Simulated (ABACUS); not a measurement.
# Li under changes of volume

One of the cells (21.609 Å³/atom); the others are scaled copies at fixed shape and fractional positions:

```xyz
1
Lattice="-1.7547 1.7547 1.7547 1.7547 -1.7547 1.7547 1.7547 1.7547 -1.7547" Properties=species:S:1:pos:R:3 pbc="T T T"
Li    0.0000    0.0000    0.0000
```

- Program: ABACUS 3.10.1
- Functional: BP86
- Potentials or basis: PseudoDojo NC SR 0.4.1 PBE standard
- Cutoff: 1007 eV
- Density cutoff: 4027 eV
- Basis: plane waves
- k mesh: 9 × 9 × 9
- Occupations: fermi-dirac, width 0.05 eV
- Spin: no spin polarisation

```tsv
volume (Å³/atom)	energy over the lowest point (meV/atom)	pressure (GPa)
20.312	0.38	0.3
20.744	0.00	0.0
21.177	0.36	-0.3
21.609	1.39	-0.5
22.041	3.00	-0.7
22.473	5.21	-0.9
22.905	?	?
```

Task: What does the run at 22.905 Å³/atom give?

Result: Energy over the lowest point 7.97 meV/atom; pressure -1.1 GPa.

Worked out: A Birch-Murnaghan fit of order 3 (a polynomial in V^(-2/3)) to the other rows has its minimum at 20.74 Å³/atom with B0 = V·E''(V) = 12.9 GPa and B' = 3.1. It gives 7.92 meV/atom at 22.905 Å³/atom, against the run's 7.97, and -dE/dV = -1.1 GPa, against -1.1.

Energies are extrapolated to zero smearing.

Caveats: the potentials were made for another functional, which shifts forces and pressure.
